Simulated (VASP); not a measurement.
The system is Se.

```xyz
6
Lattice="2.7411 -2.8463 0.0000 2.7411 2.8463 0.0000 -0.9940 0.0000 6.2181" Properties=species:S:1:pos:R:3 pbc="T T T"
Se    1.2993    0.8375    2.3508
Se    3.6859    0.8375    0.7582
Se    3.1889   -0.8375    3.8673
Se    0.8023   -0.8375    5.4599
Se    1.3705    1.4231    0.0000
Se    0.8736   -1.4231    3.1091
```

The cell was built by a generator and needn't be a form met in nature.

| Property | Result |
| --- | --- |
| Program | VASP 6.6.1 |
| Task | relaxation of cell and atoms |
| Functional | PBE |
| Potentials or basis | VASP PAW PBE potentials, release 64 (Se) |
| Cutoff | 600 eV |
| k mesh | 4 × 4 × 4 |
| Occupations | gaussian, width 0.1 eV |
| Spin | no spin polarisation |

At the start: pressure 67.4 GPa; volume 16.17 Å³/atom.

**Question.** How do energy, volume and symmetry change on relaxing?

**Answer.** Over 33 steps the energy falls by 1651.3 meV/atom and the volume is 28.28 Å³/atom (+74.9 %); space group C2/c (No. 15, to 0.05 Å).

The path:
| step | energy change (eV) | largest force (eV/Å) | pressure (GPa) | volume (Å³) |
| --- | --- | --- | --- | --- |
| 1 | 0.0000 | 4.0251 | 67.36 | 97.03 |
| 2 | -4.8115 | 0.7072 | -9.22 | 226.08 |
| 3 | -8.4031 | 0.5455 | -0.93 | 151.02 |
| 4 | -8.4087 | 0.5352 | -0.45 | 149.78 |
| 5 | -8.4101 | 0.5246 | 0.04 | 148.58 |
| 6 | -8.5653 | 0.5664 | -0.36 | 148.60 |
| 7 | -8.8570 | 0.7967 | -0.37 | 147.93 |
| 8 | -9.0031 | 0.8391 | -0.21 | 147.21 |
| 9 | -9.4200 | 0.9195 | 1.09 | 144.65 |
| 10 | -8.9094 | 0.9954 | 9.09 | 137.71 |
| 11 | -9.5453 | 0.7075 | 2.72 | 142.86 |
| 12 | -9.5454 | 0.5801 | 3.44 | 142.10 |
| 13 | -9.6146 | 0.3584 | 3.03 | 143.93 |
| 14 | -9.6517 | 0.1619 | 2.64 | 146.82 |
| 15 | -9.7317 | 0.2093 | 1.41 | 149.49 |
| 16 | -9.7799 | 0.4553 | -0.13 | 153.48 |
| 17 | -9.7807 | 0.4900 | -0.32 | 154.05 |
| 18 | -9.7995 | 0.3735 | 0.01 | 154.17 |
| 19 | -9.8136 | 0.2752 | 0.72 | 154.41 |
| 20 | -9.8309 | 0.2383 | 0.52 | 155.99 |
| 21 | -9.8649 | 0.1282 | -0.02 | 160.77 |
| 22 | -9.8555 | 0.1996 | -0.88 | 170.62 |
| 23 | -9.8733 | 0.0745 | -0.38 | 164.73 |
| 24 | -9.8832 | 0.0758 | 0.25 | 164.10 |
| 25 | -9.8835 | 0.0996 | 0.39 | 163.97 |
| 26 | -9.8918 | 0.1385 | 0.11 | 165.42 |
| 27 | -9.8937 | 0.2419 | -0.14 | 166.79 |
| 28 | -9.8985 | 0.2069 | -0.10 | 167.39 |
| 29 | -9.9048 | 0.1246 | 0.02 | 168.92 |
| 30 | -9.9049 | 0.1149 | 0.04 | 169.16 |
| 31 | -9.9065 | 0.0664 | 0.11 | 169.16 |
| 32 | -9.9071 | 0.0465 | 0.17 | 169.16 |
| 33 | -9.9078 | 0.0379 | 0.04 | 169.68 |

Final structure:
```yaml
crystal:
  lattice:
    - [2.94292, -2.94877, -0.30866]
    - [2.94292, 2.94877, -0.30866]
    - [-1.63373, 0.00000, 9.94764]
  atoms:
    - { symbol: Se, position: [0.11203, 0.45461, 0.39922] }
    - { symbol: Se, position: [0.54539, 0.88797, 0.10078] }
    - { symbol: Se, position: [0.88797, 0.54539, 0.60078] }
    - { symbol: Se, position: [0.45461, 0.11203, 0.89922] }
    - { symbol: Se, position: [0.00000, 0.50000, 0.00000] }
    - { symbol: Se, position: [0.50000, 0.00000, 0.50000] }
```

Caveat: the volume moved by over 15 % at a fixed basis, so the end points are rough; this functional lacks dispersion, which binds the layers, so the pressure and a relaxed spacing across them are unreliable, and here the layers came unbound.
